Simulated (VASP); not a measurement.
# CdF2: X-ray absorption with a core hole, part 3 of 3

What does the core hole do to the absorption edge in CdF2? The cell has space group Fm-3m. The start is a cell from a database of measured crystal structures.

VASP 6.6.1, plane waves and PAW; the level of theory is named at each step.

So far. Step 3 (K edge, Wyckoff site F c, full hole): The smoothed xx curve reaches a tenth of its top at about 667 eV.

## (4) K edge, Wyckoff site F c, no hole (continued)

Level of this step: supercell core-hole method, PBE, no hole; plane waves and PAW (F, Cd, F) (VASP).

OUTCAR, selected parts (step 4):

```text
 Found     10 irreducible k-points:

   NELECT =     156.0000    total number of electrons

 the core state eigenenergies are
   1-  1s   -653.3928
   2-  1s -26513.0493  2s  -3930.1462  2p  -3525.3989  3s   -727.1883  3p   -594.4766
       3d   -386.9040  4s    -99.6937  4p    -60.8079
   3-  1s -26513.0493  2s  -3930.1462  2p  -3525.3989  3s   -727.1883  3p   -594.4766
       3d   -386.9040  4s    -99.6937  4p    -60.8079
   4-  1s -26513.0493  2s  -3930.1462  2p  -3525.3989  3s   -727.1883  3p   -594.4766
       3d   -386.9040  4s    -99.6937  4p    -60.8079
   5-  1s -26513.0493  2s  -3930.1462  2p  -3525.3989  3s   -727.1883  3p   -594.4766
       3d   -386.9040  4s    -99.6937  4p    -60.8079
   6-  1s -26513.0493  2s  -3930.1462  2p  -3525.3989  3s   -727.1883  3p   -594.4766
       3d   -386.9040  4s    -99.6937  4p    -60.8079
   7-  1s -26513.0493  2s  -3930.1462  2p  -3525.3989  3s   -727.1883  3p   -594.4766
       3d   -386.9040  4s    -99.6937  4p    -60.8079
   8-  1s   -653.3928
   9-  1s   -653.3928
  10-  1s   -653.3928
  11-  1s   -653.3928
  12-  1s   -653.3928
  13-  1s   -653.3928
  14-  1s   -653.3928
  15-  1s   -653.3928
  16-  1s   -653.3928
  17-  1s   -653.3928
  18-  1s   -653.3928

 E-fermi :  -0.9465

 k-point     1 :       0.0000    0.0000    0.0000
  band No.  band energies     occupation
    ...
     74      -1.6942      2.00000
     75      -1.5943      2.00000
     76      -1.5943      2.00000
     77      -1.4609      2.00000
     78      -1.4609      2.00000
     79       1.7516      0.00000
     80       5.8586      0.00000
     81       6.4519      0.00000
     82       6.4519      0.00000
     83       6.4732      0.00000
    ...

 k-point     2 :       0.3333   -0.0000   -0.0000
  band No.  band energies     occupation
    ...
     74      -1.6314      2.00000
     75      -1.6108      2.00000
     76      -1.5388      2.00000
     77      -1.4728      2.00000
     78      -1.4069      2.00000
     79       2.9405      0.00000
     80       5.1028      0.00000
     81       6.0106      0.00000
     82       6.0928      0.00000
     83       6.2136      0.00000
    ...

  Total       -5.2302218     -5.2302218     -5.1904102     -0.0196727      0.0184580      0.0184580
  in kB      -35.7154943    -35.7154943    -35.4436341     -0.1343385      0.1260434      0.1260434
  external PRESSURE =     -35.6248742 kB  Pullay stress =       0.0000000 kB

 POSITION                                       TOTAL-FORCE (eV/Angst)
 -----------------------------------------------------------------------------------
     -4.04100     -1.34700      1.34700        -0.000081     -0.000081      0.000268
     -2.69400     -0.00000     -2.69400         0.000000      0.000000      0.000001
     -2.69400     -2.69400      0.00000        -0.000000      0.000000      0.000001
      0.00000      0.00000      0.00000        -0.000000      0.000001     -0.000001
     -5.38800      0.00000      0.00000         0.000000     -0.000000      0.000001
     -2.69400      2.69400      0.00000         0.000001     -0.000000     -0.000001
     -2.69400     -0.00000      2.69400        -0.000000     -0.000000     -0.000001
     -1.34700     -1.34700     -1.34700        -0.000082     -0.000081      0.000268
     -4.04100     -4.04100     -1.34700        -0.000082     -0.000081      0.000268
     -4.04100      1.34700     -1.34700        -0.000081     -0.000082      0.000268
     -4.04100      1.34700      4.04100        -0.000081     -0.000082      0.000268
     -1.34700      1.34700      1.34700        -0.000081     -0.000081      0.000268
     -4.04100     -1.34700      4.04100         0.000081      0.000081     -0.000268
     -1.34700     -1.34700      1.34700         0.000081      0.000081     -0.000267
     -4.04100     -4.04100      1.34700         0.000081      0.000082     -0.000268
     -4.04100      1.34700      1.34700         0.000081      0.000081     -0.000267
     -6.73500     -1.34700      1.34700         0.000082      0.000081     -0.000268
     -4.04100     -1.34700     -1.34700         0.000081      0.000081     -0.000267
 -----------------------------------------------------------------------------------
    total drift:                                0.000003     -0.000003      0.000000

  FREE ENERGIE OF THE ION-ELECTRON SYSTEM (eV)
  ---------------------------------------------------
  free  energy   TOTEN  =       -65.3329655236 eV

  energy  without entropy=      -65.3329655236  energy(sigma->0) =      -65.33296552

[... 9 parts as in an earlier step ...]

[... 4 further parts left out ...]
```

Numbers from this step:

```
free energy (TOTEN) : -65.3330 eV
Fermi energy        : -0.9465 eV
```

The imaginary dielectric function times 10^5 has structure finer than the step of the table below, so its rows give means over 1 eV, whole bins alone (the curve runs from 662 to 707 eV). Peaks (eV: height): xx 669.5: 10.8, 672.4: 7.99, 675.9: 13.7, 684.3: 10.7, 694.8: 3.88, 699.3: 9.31; zz 669.5: 10.8, 672.4: 7.91, 675.9: 14.0, 684.5: 10.7, 693.4: 3.88, 699.2: 9.43.

Smoothed further by a Gaussian, to a width of roughly 1 to 1.2 eV in all; heights scale with one over the cell volume; the energy axis is the program's own, and the fall at its high end is where NBANDS ends. Imaginary dielectric function times 10^5 against photon energy; means over each step:

| photon energy (eV) | xx | zz |
| --- | --- | --- |
| 664 | 3.0e-4 | 2.2e-4 |
| 665 | 0.0582 | 0.0498 |
| 666 | 0.635 | 0.677 |
| 667 | 1.59 | 1.48 |
| 668 | 4.20 | 4.34 |
| 669 | 8.51 | 8.39 |
| 670 | 8.13 | 8.19 |
| 671 | 2.76 | 2.76 |
| 672 | 6.89 | 6.85 |
| 673 | 5.35 | 5.41 |
| 674 | 4.68 | 4.67 |
| 675 | 9.56 | 9.47 |
| 676 | 13.1 | 13.2 |
| 677 | 6.75 | 6.72 |
| 678 | 2.56 | 2.53 |
| 679 | 1.49 | 1.53 |
| 680 | 2.29 | 2.25 |
| 681 | 3.88 | 3.89 |
| 682 | 2.88 | 2.94 |
| 683 | 3.79 | 3.75 |
| 684 | 9.26 | 9.20 |
| 685 | 10.2 | 10.4 |
| 686 | 9.10 | 9.05 |
| 687 | 4.41 | 4.28 |
| 688 | 3.28 | 3.47 |
| 689 | 2.03 | 1.97 |
| 690 | 1.46 | 1.40 |
| 691 | 1.50 | 1.56 |
| 692 | 2.47 | 2.32 |
| 693 | 3.40 | 3.51 |
| 694 | 3.41 | 3.64 |
| 695 | 3.54 | 3.32 |
| 696 | 2.18 | 2.05 |
| 697 | 2.82 | 2.87 |
| 698 | 4.79 | 4.86 |
| 699 | 8.35 | 8.59 |
| 700 | 7.92 | 7.52 |
| 701 | 6.57 | 6.67 |
| 702 | 5.13 | 5.31 |
| 703 | 3.49 | 3.34 |
| 704 | 0.874 | 0.878 |
| 705 | 0.0334 | 0.0369 |
| 706 | 8.8e-5 | 9.6e-5 |

The smoothed xx curve reaches a tenth of its top at about 667 eV.

## (5) Summary

This step: supercell core-hole method, PBE; plane waves and PAW (VASP 6.6.1).

Derived from the runs above.

Core-hole runs:

| site | hole | cost (core minutes) |
| --- | --- | --- |
| F c | full hole | 5.07 |
| F c | no hole | 5.07 |

## (6) Results

| Quantity | Value |
| --- | --- |
| K edge of F c, full hole | xx reaches a tenth of its top at 667.06 eV on the program's axis; share within the next 5 eV of the next 20 eV: 24 % |
| K edge of F c, no hole | xx reaches a tenth of its top at 666.91 eV on the program's axis; share within the next 5 eV of the next 20 eV: 23 % |

What this shows: The F K edge, for light polarised along x, reaches a tenth of its top at 667.06 eV on the program's axis. That mark passes over any weaker pre-edge, and only dipole transitions enter. In the charged run (full hole) weight just under or at the onset may be a state bound to the hole or the highest filled band counted as a final state; this wasn't checked, so onset and share of that run are in doubt. Share of the first 20 eV of absorption, for light polarised along x, that lies within 5 eV of each run's own onset: 23 % with no hole and 24 % with full hole. One site of the element was run (Wyckoff letter c). With 18 atoms and a 3×3×3 mesh the peak shapes still carry the imprint of the mesh, and the holes are close enough to feel one another. The fall at the high end is where NBANDS ends. The other core electrons stay frozen, so neither the program's energy axis nor the change of TOTEN is an excitation energy; spectra are aligned at the onset when set beside measurement. The given cell is kept, although it stands at -3.6 GPa at PBE and ENCUT = 400 eV, which holds the mismatch of the given cell with this functional, any error of the entry itself and any basis-set error. Not tabulated here, as repeats of values shown or as unfit to read for their mesh, reference level or band range: gaps (K edge, supercell without a hole); pressures of a box with vacuum or a charge (K edge); core levels (K edge).

[Lines on the potential files, build, host, timing and source positions are cut from VASP's logs without a mark.]

[Logs are printed without paths, hosts, clocks, repeated set-up lines and the standing remarks that a program may print on its own settings, such as how far it seeks lower states.]

[Hosts, paths, dates, database ids (printed as entryN), source tags and the programs' standing remarks are cut or masked in the printed files.]
